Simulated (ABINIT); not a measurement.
# MnO2 (P4_2/mnm) in ABINIT: tuning inner steps

Aim: find the choice of inner steps that runs MnO2 fastest, at PBE. This setting moves, with any that are tied to it; all else stays.

Program: ABINIT 10.8.3 (patched build). These are calculated values, not measurements. Logs are shortened: lines on timing, memory, paths and dates and some standing lists are left out, and cuts for length are marked. The log counts tension as positive stress, the text compression.

## 1. The crystal as given

The structure is tetragonal, space group P4_2/mnm (No. 136). Conventional cell: a = 4.400 Å, b = 4.400 Å, c = 2.867 Å, α = 90.00°, β = 90.00°, γ = 90.00°. Mn (site symmetry mmm) has 6 O at 1.88 to 1.90 Å as nearest neighbours. Around O (site symmetry m2m) lie 3 Mn at 1.88 to 1.90 Å.

The cell is a database's computed one.

## 2. With inner steps nline 1, nnsclo 1

run.abi reads:

```
# Pseudopotentials
pp_dirpath "./"
pseudos "Mn.GGA_PBE-JTH.xml, O.GGA_PBE-JTH.xml"

# Structure
acell 8.3155857245 8.3155857245 5.4179920846
rprim
     1.0000000000     0.0000000000     0.0000000000
     0.0000000000     1.0000000000     0.0000000000
     0.0000000000     0.0000000000     1.0000000000
ntypat 2
znucl 25 8
natom 6
typat 1 1 2 2 2 2
xred
     0.5000000000     0.5000000000     0.5000000000
     0.0000000000     0.0000000000     0.0000000000
     0.8049161500     0.1950838500     0.5000000000
     0.6950838500     0.6950838500     0.0000000000
     0.1950838500     0.8049161500     0.5000000000
     0.3049161500     0.3049161500     0.0000000000

# Plane-wave basis
ecut 26.0
pawecutdg 48.0
pawxcdev 0

# k points
kptopt 1
ngkpt 3 3 4
nshiftk 1
shiftk 0.0 0.0 0.0

# Exchange and correlation
ixc 11

# Bands and occupations
nband 35
occopt 6
tsmear 0.1 eV

# Spin
nsppol 2
spinat
     0.0000000000     0.0000000000     4.0000000000
     0.0000000000     0.0000000000     4.0000000000
     0.0000000000     0.0000000000     0.0000000000
     0.0000000000     0.0000000000     0.0000000000
     0.0000000000     0.0000000000     0.0000000000
     0.0000000000     0.0000000000     0.0000000000

# SCF cycle
nstep 100
tolvrs 1.0e-9
nline 1
nnsclo 1

# Output
iomode 3
prtwf 0
prtden 0
prteig 0
prtebands 0
prtvol 2
```

Potentials or basis: JTH PAW PBE v2.0.

Started as:

```
$ mpirun --bind-to none -np 4 abinit run.abi > log 2>&1
```

It took 62 s on 4 MPI ranks of Arm Neoverse N1, host not shared; peak memory 0.6 GiB.

Results (log left out):

- Free energy: -7463.7998 eV
- Pressure: 6.8 GPa
- Largest force: 0.024 eV/Å
- Band gap on the k mesh: none (metal or under the smearing width)
- Net moment: 6.00 μB per cell
- Site moments: Mn +2.67; O +0.09 μB
- Valence electrons inside the program's atomic spheres: Mn 13.26; O 4.58

## 3. With inner steps nline 2, nnsclo 1

Changes to run.abi since step 2:

```diff
@@ -54,3 +54,3 @@
 tolvrs 1.0e-9
-nline 1
+nline 2
 nnsclo 1
```

Potentials or basis: JTH PAW PBE v2.0.

Started as:

```
$ mpirun --bind-to none -np 4 abinit run.abi > log 2>&1
```

Run time: 42 s. Hardware: 4 MPI ranks of Arm Neoverse N1, host not shared; peak memory 0.6 GiB.

Results (log left out):

```
Free energy                                           : -7463.7998 eV
Pressure                                              : 6.8 GPa
Largest force                                         : 0.024 eV/Å
Band gap on the k mesh                                : none (metal or under the smearing width)
Net moment                                            : 6.00 μB per cell
Site moments                                          : Mn +2.67; O +0.09 μB
Valence electrons inside the program's atomic spheres : Mn 13.26; O 4.58
```

## 4. With inner steps nline 3, nnsclo 1

Changes to run.abi since step 3:

```diff
@@ -54,3 +54,3 @@
 tolvrs 1.0e-9
-nline 2
+nline 3
 nnsclo 1
```

Started as:

```
$ mpirun --bind-to none -np 4 abinit run.abi > log 2>&1
```

Wall time 45 s (4 MPI ranks of Arm Neoverse N1, host not shared); peak memory 0.6 GiB.

The run converged. Its results:

```
Free energy                                           : -7463.7998 eV
Pressure                                              : 6.8 GPa
Largest force                                         : 0.024 eV/Å
Band gap on the k mesh                                : none (metal or under the smearing width)
Net moment                                            : 6.00 μB per cell
Site moments                                          : Mn +2.67; O +0.09 μB
Valence electrons inside the program's atomic spheres : Mn 13.26; O 4.58
```

## 5. With inner steps nline 4, nnsclo 1

Changes to run.abi since step 4:

```diff
@@ -54,3 +54,3 @@
 tolvrs 1.0e-9
-nline 3
+nline 4
 nnsclo 1
```

Started as:

```
$ mpirun --bind-to none -np 4 abinit run.abi > log 2>&1
```

It took 49 s on 4 MPI ranks of Arm Neoverse N1, host not shared; peak memory 0.6 GiB.

The run converged. Its results:

| Quantity | Value |
| --- | --- |
| Free energy | -7463.7998 eV |
| Pressure | 6.8 GPa |
| Largest force | 0.024 eV/Å |
| Band gap on the k mesh | none (metal or under the smearing width) |
| Net moment | 6.00 μB per cell |
| Site moments | Mn +2.67; O +0.09 μB |
| Valence electrons inside the program's atomic spheres | Mn 13.26; O 4.58 |

## 6. With inner steps nline 6, nnsclo 1

Changes to run.abi since step 5:

```diff
@@ -54,3 +54,3 @@
 tolvrs 1.0e-9
-nline 4
+nline 6
 nnsclo 1
```

Potentials or basis: JTH PAW PBE v2.0.

Started as:

```
$ mpirun --bind-to none -np 4 abinit run.abi > log 2>&1
```

It took 49 s on 4 MPI ranks of Arm Neoverse N1, host not shared; peak memory 0.6 GiB.

It converged, with:

```
Free energy                                           : -7463.7998 eV
Pressure                                              : 6.8 GPa
Largest force                                         : 0.024 eV/Å
Band gap on the k mesh                                : none (metal or under the smearing width)
Net moment                                            : 6.00 μB per cell
Site moments                                          : Mn +2.67; O +0.09 μB
Valence electrons inside the program's atomic spheres : Mn 13.26; O 4.58
```

## 7. With inner steps nline 8, nnsclo 1

Changes to run.abi since step 6:

```diff
@@ -54,3 +54,3 @@
 tolvrs 1.0e-9
-nline 6
+nline 8
 nnsclo 1
```

Started as:

```
$ mpirun --bind-to none -np 4 abinit run.abi > log 2>&1
```

It took 48 s on 4 MPI ranks of Arm Neoverse N1, host not shared; peak memory 0.6 GiB.

Results (log left out):

| Quantity | Value |
| --- | --- |
| Free energy | -7463.7998 eV |
| Pressure | 6.8 GPa |
| Largest force | 0.024 eV/Å |
| Band gap on the k mesh | none (metal or under the smearing width) |
| Net moment | 6.00 μB per cell |
| Site moments | Mn +2.67; O +0.09 μB |
| Valence electrons inside the program's atomic spheres | Mn 13.26; O 4.58 |

## 8. With inner steps nline 2, nnsclo 2

Changes to run.abi since step 7:

```diff
@@ -54,4 +54,4 @@
 tolvrs 1.0e-9
-nline 8
-nnsclo 1
+nline 2
+nnsclo 2
```

Started as:

```
$ mpirun --bind-to none -np 4 abinit run.abi > log 2>&1
```

Run time: 45 s. Hardware: 4 MPI ranks of Arm Neoverse N1, host not shared; peak memory 0.6 GiB.

The run converged. Its results:

```
Free energy                                           : -7463.7998 eV
Pressure                                              : 6.8 GPa
Largest force                                         : 0.024 eV/Å
Band gap on the k mesh                                : none (metal or under the smearing width)
Net moment                                            : 6.00 μB per cell
Site moments                                          : Mn +2.67; O +0.09 μB
Valence electrons inside the program's atomic spheres : Mn 13.26; O 4.58
```

## 9. With inner steps nline 4, nnsclo 2

Changes to run.abi since step 8:

```diff
@@ -54,3 +54,3 @@
 tolvrs 1.0e-9
-nline 2
+nline 4
 nnsclo 2
```

Potentials or basis: JTH PAW PBE v2.0.

Started as:

```
$ mpirun --bind-to none -np 4 abinit run.abi > log 2>&1
```

run.abo:

```text
.Version 10.8.3 of ABINIT
 Symmetries : space group P4_2/m n m (#136); Bravais tP (primitive tetrag.)
================================================================================
 Values of the parameters that define the memory need of the present run
     intxc =       0    ionmov =       0      iscf =      17    lmnmax =      18
     lnmax =       6     mgfft =      40  mpssoang =       3    mqgrid =    3001
     natom =       6  nloc_mem =       2    nspden =       2   nspinor =       1
    nsppol =       2      nsym =      16    n1xccc =       1    ntypat =       2
    occopt =       6   xclevel =       2
       mpw =        2380          nfft =       43200          nkpt =           9
Pmy_natom=         2
 PAW method is used; the additional fine FFT grid is defined by:
   mgfftf=        54    nfftf =    104976
================================================================================
================================================================================

--------------------------------------------------------------------------------
------------- Echo of variables that govern the present computation ------------
--------------------------------------------------------------------------------
 -outvars: echo values of preprocessed input variables --------
            acell      8.3155857245E+00  8.3155857245E+00  5.4179920846E+00 Bohr
              amu      5.49380500E+01  1.59994000E+01
             ecut      2.60000000E+01 Hartree
              ixc          11
         kptrlatt        3    0    0      0    3    0      0    0    4
          kptrlen      2.16719683E+01
            natom           6
            nband          35
            ngfft          40      40      27
          ngfftdg          54      54      36
             nkpt           9
           nnsclo           2
           nspden           2
           nsppol           2
            nstep         100
             nsym          16
           ntypat           2
           occopt           6
        pawecutdg      4.80000000E+01 Hartree
         pawxcdev           0
           prtden           0
        prtebands           0
           prteig           0
           prtvol           2
            prtwf           0
          spgroup         136
           spinat      0.0000000000E+00  0.0000000000E+00  4.0000000000E+00
                       0.0000000000E+00  0.0000000000E+00  4.0000000000E+00
                       0.0000000000E+00  0.0000000000E+00  0.0000000000E+00
                       0.0000000000E+00  0.0000000000E+00  0.0000000000E+00
                       0.0000000000E+00  0.0000000000E+00  0.0000000000E+00
                       0.0000000000E+00  0.0000000000E+00  0.0000000000E+00
           tolvrs      1.00000000E-09
           tsmear      3.67493222E-03 Hartree
            typat      1  1  2  2  2  2
           useylm           1
           xangst      2.2002092289E+00  2.2002092289E+00  1.4335389690E+00
                       0.0000000000E+00  0.0000000000E+00  0.0000000000E+00
                       3.5419678834E+00  8.5845057435E-01  1.4335389690E+00
                       3.0586598032E+00  3.0586598032E+00  0.0000000000E+00
                       8.5845057435E-01  3.5419678834E+00  1.4335389690E+00
                       1.3417586545E+00  1.3417586545E+00  0.0000000000E+00
            xcart      4.1577928622E+00  4.1577928622E+00  2.7089960423E+00
                       0.0000000000E+00  0.0000000000E+00  0.0000000000E+00
                       6.6933492464E+00  1.6222364781E+00  2.7089960423E+00
                       5.7800293404E+00  5.7800293404E+00  0.0000000000E+00
                       1.6222364781E+00  6.6933492464E+00  2.7089960423E+00
                       2.5355563841E+00  2.5355563841E+00  0.0000000000E+00
             xred      5.0000000000E-01  5.0000000000E-01  5.0000000000E-01
                       0.0000000000E+00  0.0000000000E+00  0.0000000000E+00
                       8.0491615000E-01  1.9508385000E-01  5.0000000000E-01
                       6.9508385000E-01  6.9508385000E-01  0.0000000000E+00
                       1.9508385000E-01  8.0491615000E-01  5.0000000000E-01
                       3.0491615000E-01  3.0491615000E-01  0.0000000000E+00
[... 511 lines left out ...]
   0.33875    0.37340    0.65032
      occupation numbers for kpt#   9
   1.00000    1.00000    1.00000    1.00000    1.00000    1.00000    1.00000    1.00000
   1.00000    1.00000    1.00000    1.00000    1.00000    1.00000    1.00000    1.00000
   1.00000    1.00000    1.00000    1.00000    1.00000    1.00000    1.00000    1.00000
  -0.00000    0.00000    0.00000    0.00000    0.00000    0.00000    0.00000    0.00000
   0.00000    0.00000    0.00000
 Total charge density [el/Bohr^3]
)     Maximum=    2.1944E+00  at reduced coord.    0.5000    0.5000    0.5000
)Next maximum=    2.1944E+00  at reduced coord.    0.0000    0.0000    0.0000
)     Minimum=    5.5784E-03  at reduced coord.    0.5000    0.0000    0.2500
)Next minimum=    5.5784E-03  at reduced coord.    0.0000    0.5000    0.2500
   Integrated=    5.4000E+01
 Spin up density      [el/Bohr^3]
)     Maximum=    1.3341E+00  at reduced coord.    0.5000    0.5000    0.5000
)Next maximum=    1.3341E+00  at reduced coord.    0.0000    0.0000    0.0000
)     Minimum=    2.8811E-03  at reduced coord.    0.5000    0.0000    0.2500
)Next minimum=    2.8811E-03  at reduced coord.    0.0000    0.5000    0.2500
   Integrated=    3.0001E+01
 Spin down density    [el/Bohr^3]
)     Maximum=    8.6029E-01  at reduced coord.    0.5000    0.5000    0.5000
)Next maximum=    8.6029E-01  at reduced coord.    0.0000    0.0000    0.0000
)     Minimum=    2.6973E-03  at reduced coord.    0.5000    0.0000    0.2500
)Next minimum=    2.6973E-03  at reduced coord.    0.0000    0.5000    0.2500
   Integrated=    2.3999E+01
 Magnetization (spin up - spin down) [el/Bohr^3]
)     Maximum=    4.7378E-01  at reduced coord.    0.5000    0.5000    0.5000
)Next maximum=    4.7378E-01  at reduced coord.    0.0000    0.0000    0.0000
)     Minimum=   -1.1472E-02  at reduced coord.    0.3704    0.3704    0.0000
)Next minimum=   -1.1472E-02  at reduced coord.    0.6296    0.6296    0.0000
   Integrated=    6.0017E+00
 Relative magnetization (=zeta, between -1 and 1)
)     Maximum=    4.1725E-01  at reduced coord.    0.5556    0.7037    0.5000
)Next maximum=    4.1725E-01  at reduced coord.    0.7037    0.5556    0.5000
)     Minimum=   -2.9442E-02  at reduced coord.    0.7222    0.2593    0.1667
)Next minimum=   -2.9442E-02  at reduced coord.    0.7407    0.2778    0.1667

--- !EnergyTerms
iteration_state     : {dtset: 1, }
comment             : Components of total free energy in Hartree
kinetic             :  5.55940484041873E+01
hartree             :  6.74778257766134E+01
xc                  : -1.93071637224515E+01
Ewald energy        : -1.82970215272589E+02
psp_core            :  1.12497333653306E+01
local_psp           : -1.94241806264087E+02
PAW spherical_terms : -1.20920200077093E+01
internal            : -2.74289597720706E+02
'-kT*entropy'       :  9.07756525064043E-06
total_energy        : -2.74289588643140E+02
total_energy_eV     : -7.46379993981973E+03
...

--- !EnergyTermsDC
iteration_state     : {dtset: 1, }
comment             : '"Double-counting" decomposition of free energy'
band_energy         : -3.16061057868658E+01
Ewald energy        : -1.82970215272589E+02
psp_core            :  1.12497333653306E+01
xc_dc               : -6.16743322028630E+01
PAW spherical_terms : -9.28867363017326E+00
internal            : -2.74289593527160E+02
'-kT*entropy'       :  9.07756525064043E-06
total_energy_dc     : -2.74289584449595E+02
total_energy_dc_eV  : -7.46379982570756E+03
...

--- !EnergyTermsWithPAWCore
iteration_state     : {dtset: 1, }
comment             : 'Components of total free energy, including PAW core contributions'
Total energy        : -2.61837748660997E+03
Total energy DC     : -2.61837748241642E+03
Total energy (eV)   : -7.12496811259248E+04
Total energy DC (eV): -7.12496810118126E+04
...

 Cartesian components of stress tensor (hartree/bohr^3)
  sigma(1 1)= -2.34522822E-04  sigma(3 2)=  0.00000000E+00
  sigma(2 2)= -2.34522822E-04  sigma(3 1)=  0.00000000E+00
  sigma(3 3)= -2.27514964E-04  sigma(2 1)=  0.00000000E+00

-Cartesian components of stress tensor (GPa)         [Pressure=  6.8312E+00 GPa]
- sigma(1 1)= -6.89989964E+00  sigma(3 2)=  0.00000000E+00
- sigma(2 2)= -6.89989964E+00  sigma(3 1)=  0.00000000E+00
- sigma(3 3)= -6.69372133E+00  sigma(2 1)=  0.00000000E+00

== END DATASET(S) ==============================================================
================================================================================

 -outvars: echo values of variables after computation  --------
            acell      8.3155857245E+00  8.3155857245E+00  5.4179920846E+00 Bohr
           etotal     -2.7428958445E+02
            fcart     -1.8070036208E-20 -9.0350181040E-21 -0.0000000000E+00
                      -1.8070036208E-20 -9.0350181040E-21 -0.0000000000E+00
                      -3.2632988234E-04  3.2632988234E-04 -0.0000000000E+00
                       3.2632988234E-04  3.2632988234E-04 -0.0000000000E+00
                       3.2632988234E-04 -3.2632988234E-04 -0.0000000000E+00
                      -3.2632988234E-04 -3.2632988234E-04 -0.0000000000E+00
           strten     -2.3452282210E-04 -2.3452282210E-04 -2.2751496366E-04
                       0.0000000000E+00  0.0000000000E+00  0.0000000000E+00
           xangst      2.2002092289E+00  2.2002092289E+00  1.4335389690E+00
                       0.0000000000E+00  0.0000000000E+00  0.0000000000E+00
                       3.5419678834E+00  8.5845057435E-01  1.4335389690E+00
                       3.0586598032E+00  3.0586598032E+00  0.0000000000E+00
                       8.5845057435E-01  3.5419678834E+00  1.4335389690E+00
                       1.3417586545E+00  1.3417586545E+00  0.0000000000E+00
             xred      5.0000000000E-01  5.0000000000E-01  5.0000000000E-01
                       0.0000000000E+00  0.0000000000E+00  0.0000000000E+00
                       8.0491615000E-01  1.9508385000E-01  5.0000000000E-01
                       6.9508385000E-01  6.9508385000E-01  0.0000000000E+00
                       1.9508385000E-01  8.0491615000E-01  5.0000000000E-01
                       3.0491615000E-01  3.0491615000E-01  0.0000000000E+00
 Calculation completed.
```

It took 63 s on 4 MPI ranks of Arm Neoverse N1, host not shared; peak memory 0.6 GiB.

Results:

| Item | Value |
| --- | --- |
| Free energy | -7463.7998 eV |
| Pressure | 6.8 GPa |
| Largest force | 0.024 eV/Å |
| Band gap on the k mesh | none (metal or under the smearing width) |
| Net moment | 6.00 μB per cell |
| Site moments | Mn +2.67; O +0.09 μB |
| Valence electrons inside the program's atomic spheres | Mn 13.26; O 4.58 |

## 10. Result

```csv
inner steps,energy less the last converged row (meV/atom),SCF cycles,wall time (s)
"nline 1, nnsclo 1",0.00,43,62
"nline 2, nnsclo 1",0.00,23,42
"nline 3, nnsclo 1",0.00,21,45
"nline 4, nnsclo 1",0.00,21,49
"nline 6, nnsclo 1",0.00,19,49
"nline 8, nnsclo 1",0.00,18,48
"nline 2, nnsclo 2",0.00,16,45
"nline 4, nnsclo 2",0.00,16,63
```

Fastest here: nline 2, nnsclo 1 (42 s), level within noise with nline 3, nnsclo 1, nline 4, nnsclo 1, nline 6, nnsclo 1, nline 8, nnsclo 1, nline 2, nnsclo 2; slowest of those that converged: nline 4, nnsclo 2 (63 s). These are single runs, one after another on one machine, so differences under about a fifth mean little.

Caveats: all runs use coarse meshes; semilocal functionals often make such compounds metallic where correlation or magnetic order opens a gap, which also shifts bond lengths; only a ferromagnetic start was run, and an antiferromagnetic order may lie lower in energy.
